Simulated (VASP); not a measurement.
# Co (P-3m1) in VASP: notebook, part 2 of 2

VASP 6.6.1. The steps go on from the part before.

### Step 3. Single point, LDA, collinear spin, ferromagnetic start

INCAR reads:

```
PREC = Accurate
ENCUT = 460
EDIFF = 1E-4
ISMEAR = -1
SIGMA = 0.1
LREAL = False
LASPH = True
NELM = 100
ALGO = Normal
ISIF = 2
LWAVE = False
LCHARG = False
ISPIN = 2
MAGMOM = 2 2
LORBIT = 11
LMAXMIX = 4
GGA = CA
NBANDS = 20
ADDGRID = False
```

KPOINTS reads:

```
Automatic mesh
0
Gamma
  11 11 6
```

POSCAR reads:

```
Co
1.0
    2.4873648738      0.0000000000      0.0000000000
   -1.2436824369      2.1541211692      0.0000000000
    0.0000000000      0.0000000000      4.0632895034
Co
2
Direct
    0.3275520000      0.6759820000      0.7288160000
    0.6891290000      0.3188900000      0.2643300000
```

Potentials or basis: VASP PAW LDA potentials, release 64 (Co).

Run with:

```console
> cat potpaw_LDA.64/Co/POTCAR > POTCAR
> mpirun -np 1 vasp_std > vasp.out
```

OUTCAR:

```text
PREC = Accurate
   ENCUT = 460
   EDIFF = 1E-4
   ISMEAR = -1
   LREAL = False
   LASPH = True
   NELM = 100
   ISIF = 2
   ISPIN = 2
   LORBIT = 11
   GGA = CA

 Found    364 irreducible k-points:

 Following reciprocal coordinates:
            Coordinates               Weight
  0.000000  0.000000  0.000000      1.000000
  0.090909 -0.000000  0.000000      2.000000
  0.000000  0.090909  0.000000      2.000000
 -0.090909  0.090909  0.000000      2.000000
  0.181818 -0.000000  0.000000      2.000000
  0.000000  0.181818  0.000000      2.000000
   k-points           NKPTS =    364   k-points in BZ     NKDIM =    364   number of bands    NBANDS=     20
   number of dos      NEDOS =    301   number of ions     NIONS =      2
   total plane-waves  NPLWV =   9072
   dimension x,y,z NGX =    18 NGY =   18 NGZ =   28
   dimension x,y,z NGXF=    36 NGYF=   36 NGZF=   56
   ions per type =               2
   NGX,Y,Z   is equivalent  to a cutoff of  12.03, 12.03, 11.46 a.u.
   NGXF,Y,Z  is equivalent  to a cutoff of  24.06, 24.06, 22.91 a.u.
 SYSTEM =  unknown system
[... 214 lines left out ...]
      4       8.7630      0.99999
      5       8.8625      0.99997
      6       9.0885      0.99968
[... 127 lines left out ...]
     19      36.1798      0.00000
     20      38.3528      0.00000

 [... further k-points ...]

------------------------ aborting loop because EDIFF is reached ----------------------------------------

  FORCE on cell =-STRESS in cart. coord.  units (eV):
  Direction    XX          YY          ZZ          XY          YZ          ZX
  --------------------------------------------------------------------------------------
  -------------------------------------------------------------------------------------
  Total       -2.4199490     -2.1877249     -2.1995750      0.2227770     -0.0994413      0.2001803
  in kB     -178.0858439   -160.9963028   -161.8683570     16.3943223     -7.3179619     14.7314159
  external PRESSURE =    -166.9835012 kB  Pullay stress =       0.0000000 kB

 VOLUME and BASIS-vectors are now :
 -----------------------------------------------------------------------------
  energy-cutoff  :      460.00
  volume of cell :       21.77
      direct lattice vectors                 reciprocal lattice vectors
     2.487364874  0.000000000  0.000000000     0.402031889  0.232113220  0.000000000
    -1.243682437  2.154121169  0.000000000     0.000000000  0.464226439  0.000000000
     0.000000000  0.000000000  4.063289503     0.000000000  0.000000000  0.246106018

 POSITION                                       TOTAL-FORCE (eV/Angst)
 -----------------------------------------------------------------------------------
     -0.02597      1.45615      2.96139         0.249672     -0.125912      0.895652
      1.31752      0.68693      1.07405        -0.249672      0.125912     -0.895652
 -----------------------------------------------------------------------------------
    total drift:                                0.000011      0.000009      0.000064

  FREE ENERGIE OF THE ION-ELECTRON SYSTEM (eV)
  ---------------------------------------------------
  free  energy   TOTEN  =       -16.0920079953 eV

  energy  without entropy=      -16.0320335160  energy(sigma->0) =      -16.06202076

 total charge

# of ion       s       p       d       tot
------------------------------------------
    1        0.493   0.519   7.288   8.300
    2        0.493   0.519   7.288   8.300
--------------------------------------------------
tot          0.985   1.037  14.577  16.599

 magnetization (x)

# of ion       s       p       d       tot
------------------------------------------
    1       -0.013  -0.039   1.595   1.543
    2       -0.013  -0.039   1.595   1.543
--------------------------------------------------
tot         -0.026  -0.078   3.189   3.086
```

stdout:

```text
POSCAR found type information on POSCAR Co
 POSCAR found :  1 types and       2 ions
 scaLAPACK will be used
 LDA part: xc-table for (Slater(with rela. corr.)+CA(PZ))
 , standard interpolation
 POSCAR, INCAR and KPOINTS ok, starting setup
 FFT: planning ... GRIDC
 FFT: planning ... GRID_SOFT
 FFT: planning ... GRID
 WAVECAR not read
 entering main loop
```

Wall time 78 s (1 thread of Intel Xeon 6975P-C (Granite Rapids), shared host); peak memory 0.28 GiB.

The run converged, but some of its settings lie outside the range that counts as converged, so its numbers aren't taken as properties of the crystal.

What came out:

```
Free energy                                           : -16.0920 eV
Pressure                                              : -16.7 GPa
Largest force                                         : 0.938 eV/Å
Band gap on the k mesh                                : none (metal or under the smearing width)
Net moment                                            : 3.08 μB per cell
Site moments                                          : Co +1.54 μB
Valence electrons inside the program's atomic spheres : Co 8.30
```

### Step 4. Single point, LDA, collinear spin, ferromagnetic start

Edit INCAR of step 3 so:

```diff
@@ -2,3 +2,3 @@
 ENCUT = 460
-EDIFF = 1E-4
+EDIFF = 1E-5
 ISMEAR = -1
```

KPOINTS is that of step 3.

POSCAR reads:

```
Co
1.0
    2.4873648738      0.0000000000      0.0000000000
   -1.2436824369      2.1541211692      0.0000000000
    0.0000000000      0.0000000000      4.0632895034
Co
2
Direct
    0.3333333333      0.6666666667      0.7401390000
    0.6666666667      0.3333333333      0.2598610000
```

Potentials or basis: VASP PAW LDA potentials, release 64 (Co).

Run with:

```console
> cat potpaw_LDA.64/Co/POTCAR > POTCAR
> mpirun -np 1 vasp_std > vasp.out
```

OUTCAR:

```text
PREC = Accurate
   ENCUT = 460
   EDIFF = 1E-5
   ISMEAR = -1
   LREAL = False
   LASPH = True
   NELM = 100
   ISIF = 2
   ISPIN = 2
   LORBIT = 11
   GGA = CA

 Found     84 irreducible k-points:

 Following reciprocal coordinates:
            Coordinates               Weight
  0.000000  0.000000  0.000000      1.000000
  0.090909 -0.000000  0.000000      6.000000
  0.181818 -0.000000  0.000000      6.000000
  0.272727 -0.000000  0.000000      6.000000
  0.363636 -0.000000  0.000000      6.000000
  0.454545 -0.000000  0.000000      6.000000
[... 366 lines left out ...]
  external PRESSURE =    -187.8453906 kB  Pullay stress =       0.0000000 kB

 VOLUME and BASIS-vectors are now :
 -----------------------------------------------------------------------------
  energy-cutoff  :      460.00
  volume of cell :       21.77
      direct lattice vectors                 reciprocal lattice vectors
     2.487364874  0.000000000  0.000000000     0.402031889  0.232113220  0.000000000
    -1.243682437  2.154121169  0.000000000     0.000000000  0.464226439  0.000000000
     0.000000000  0.000000000  4.063289503     0.000000000  0.000000000  0.246106018

 POSITION                                       TOTAL-FORCE (eV/Angst)
 -----------------------------------------------------------------------------------
     -0.00000      1.43608      3.00740         0.000000     -0.000000      0.426348
      1.24368      0.71804      1.05589        -0.000000      0.000000     -0.426348
 -----------------------------------------------------------------------------------
    total drift:                                0.000000     -0.000000     -0.000000

  FREE ENERGIE OF THE ION-ELECTRON SYSTEM (eV)
  ---------------------------------------------------
  free  energy   TOTEN  =       -16.1491348722 eV

  energy  without entropy=      -16.0884261081  energy(sigma->0) =      -16.11878049

 total charge

# of ion       s       p       d       tot
------------------------------------------
    1        0.488   0.514   7.281   8.283
    2        0.488   0.514   7.281   8.283
--------------------------------------------------
tot          0.977   1.028  14.561  16.566

 magnetization (x)

# of ion       s       p       d       tot
------------------------------------------
    1       -0.013  -0.040   1.596   1.542
    2       -0.013  -0.040   1.596   1.542
--------------------------------------------------
tot         -0.027  -0.080   3.191   3.084
```

OSZICAR:

```text
N       E                     dE             d eps       ncg     rms          rms(c)
DAV:   1     0.780130632611E+02    0.78013E+02   -0.75730E+03  7184   0.114E+03
DAV:   2    -0.142295080024E+02   -0.92243E+02   -0.82893E+02  6872   0.206E+02
DAV:   3    -0.184527849549E+02   -0.42233E+01   -0.40404E+01  7672   0.541E+01
DAV:   4    -0.185170216344E+02   -0.64237E-01   -0.64190E-01  8236   0.584E+00
DAV:   5    -0.185188987457E+02   -0.18771E-02   -0.18770E-02  7760   0.946E-01    0.153E+01
DAV:   6    -0.167014442110E+02    0.18175E+01   -0.82326E+00  7616   0.599E+01    0.801E+00
DAV:   7    -0.161899657436E+02    0.51148E+00   -0.14137E+00  7684   0.226E+01    0.380E+00
DAV:   8    -0.161654617401E+02    0.24504E-01   -0.13932E-02  9596   0.945E-01    0.162E+00
DAV:   9    -0.161507949914E+02    0.14667E-01   -0.16908E-03 11512   0.739E-01    0.444E-01
DAV:  10    -0.161491962718E+02    0.15987E-02   -0.37890E-04  9432   0.225E-01    0.727E-02
DAV:  11    -0.161491424558E+02    0.53816E-04   -0.20012E-05  7564   0.422E-02    0.346E-02
DAV:  12    -0.161491348722E+02    0.75836E-05   -0.45630E-06  3864   0.173E-02
   1 F= -.16149135E+02 E0= -.16118780E+02  d E =-.607088E-01  mag=     3.0750
```

stdout:

```text
POSCAR found type information on POSCAR Co
 POSCAR found :  1 types and       2 ions
 scaLAPACK will be used
 LDA part: xc-table for (Slater(with rela. corr.)+CA(PZ))
 , standard interpolation
 POSCAR, INCAR and KPOINTS ok, starting setup
 FFT: planning ... GRIDC
 FFT: planning ... GRID_SOFT
 FFT: planning ... GRID
 WAVECAR not read
 entering main loop
```

It took 21 s on 1 thread of Intel Xeon 6975P-C (Granite Rapids), shared host; peak memory 0.15 GiB.

The run converged, but some of its settings lie outside the range that counts as converged, so its numbers aren't taken as properties of the crystal.

Results:

- Free energy: -16.1491 eV
- Pressure: -18.8 GPa
- Largest force: 0.426 eV/Å
- Band gap on the k mesh: none (metal or under the smearing width)
- Net moment: 3.07 μB per cell
- Site moments: Co +1.54 μB
- Valence electrons inside the program's atomic spheres: Co 8.28

### Step 5. Single point, LDA, collinear spin, ferromagnetic start

INCAR is that of step 4.

KPOINTS is that of step 4.

POSCAR reads:

```
Co
1.0
    2.4873648738      0.0000000000      0.0000000000
   -1.2436824369      2.1541211692      0.0000000000
    0.0000000000      0.0000000000      4.0632895034
Co
2
Direct
    0.3275520000      0.6759820000      0.7288160000
    0.6891290000      0.3188900000      0.2643300000
```

Run with:

```console
> cat potpaw_LDA.64/Co/POTCAR > POTCAR
> mpirun -np 1 vasp_std > vasp.out
```

Run time: 88 s. Hardware: 1 thread of Intel Xeon 6975P-C (Granite Rapids), shared host; peak memory 0.27 GiB.

These settings aren't checked as converged: the numbers below hold their error.

Results:

* Free energy: -16.0920 eV
* Pressure: -16.6 GPa
* Largest force: 0.939 eV/Å
* Band gap on the k mesh: none (metal or under the smearing width)
* Net moment: 3.08 μB per cell
* Site moments: Co +1.54 μB
* Valence electrons inside the program's atomic spheres: Co 8.30
